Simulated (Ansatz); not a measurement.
Reaction (formal hydrolysis of a C–C bond): `CCCCCCCS` + H₂O → `CCCCO` + `CCCS`

Calculated with Ansatz (gas phase, PBE0-D4/def2-TZVP geometries, no zero-point term in ΔE). CCSD(T)/CBS adds triple-zeta CCSD(T) − MP2 to the extrapolated MP2 energy (def2 sets, frozen cores). This one scheme is used for every species. DFT in def2-TZVPP. Each species was taken in one conformer, which may not be the lowest.

`CCCCCCCS`:

Z-matrix (Å, degrees):
```
C
C 1 1.520
H 1 1.092 2 111.2
H 1 1.094 2 110.9 3 -119.8
H 1 1.092 2 111.9 3 120.1
C 2 1.523 1 114.0 3 176.5
H 2 1.095 1 109.1 3 54.6
H 2 1.097 1 109.5 3 -61.0
C 6 1.522 2 114.0 1 64.9
H 6 1.096 2 108.8 1 -58.3
H 6 1.096 2 109.1 1 -173.6
C 9 1.523 6 114.0 2 173.2
H 9 1.096 6 108.5 2 51.8
H 9 1.096 6 110.0 2 -63.8
C 12 1.520 9 114.0 6 66.6
H 12 1.095 9 109.6 6 -56.0
H 12 1.097 9 109.1 6 -171.9
C 15 1.519 12 113.9 9 178.9
H 15 1.095 12 110.4 9 -58.3
H 15 1.098 12 109.2 9 58.1
S 18 1.815 15 115.0 12 65.1
H 18 1.091 15 111.2 12 -171.1
H 18 1.094 15 110.5 12 -52.4
H 21 1.343 18 96.6 15 65.5
```

H₂O:

```xyz
3

O     0.162    0.129    0.329
H     0.539   -0.484   -0.305
H    -0.701    0.355   -0.025
```

`CCCCO`:

```xyz
15

C     1.104    1.607    0.906
C     0.169    0.967   -0.106
C     0.024   -0.534    0.089
C    -0.918   -1.169   -0.914
O    -1.015   -2.571   -0.777
H     0.743    1.454    1.927
H     1.194    2.683    0.744
H     2.106    1.175    0.843
H    -0.818    1.439   -0.044
H     0.535    1.164   -1.120
H    -0.342   -0.734    1.105
H     1.003   -1.020    0.009
H    -0.554   -0.996   -1.930
H    -1.910   -0.698   -0.844
H    -1.323   -2.765    0.112
```

`CCCS`:

Cartesian coordinates in Å:
```
C -0.890 -0.600 -0.821
C -0.235 -0.569 0.547
C 0.982 0.336 0.627
S 0.646 2.107 0.422
H -0.176 -0.898 -1.595
H -1.291 0.379 -1.090
H -1.719 -1.311 -0.844
H 0.085 -1.581 0.822
H -0.963 -0.255 1.301
H 1.439 0.270 1.617
H 1.744 0.037 -0.096
H 0.378 2.085 -0.892
```

```json
{"level": "PBE0-D4", "ΔE (kJ/mol)": "38.5"}
{"level": "HF/def2-TZVPP", "ΔE (kJ/mol)": "18.7"}
{"level": "SCS-MP2/def2-QZVPP", "ΔE (kJ/mol)": "43.9"}
{"level": "HF/CBS(def2)", "ΔE (kJ/mol)": "19.0"}
```

**Question.** What does CCSD(T)/CBS give? (Best estimate.)

**Answer.** Ansatz gave: +46.3 kJ/mol. The listed levels differ from it by -7.8, -27.6, -2.4, -27.3 kJ/mol.

Largest T1 diagnostic among the species: 0.009.

The D4 term adds +12.1 kJ/mol with B3LYP and +7.5 kJ/mol with PBE0; it sums over pairs of atoms, weighted by their polarisabilities, and B3LYP, whose exchange is more repulsive, gets the larger term. In def2-TZVPP, CCSD(T) changes the Hartree–Fock value by +23.8 kJ/mol (the triples alone add +2.4 kJ/mol) and MP2 by +31.0 kJ/mol. From PBE to PBE0 (25 % exact exchange), in def2-TZVPP and without D4, ΔE moves by +3.6 kJ/mol.

B3LYP here is the variant with VWN-RPA as its local correlation; programs differ in this.

CCSD(T)/CBS has its own doubt, a few kJ/mol and more with outer-core shells, so smaller differences from it don't rank the levels.
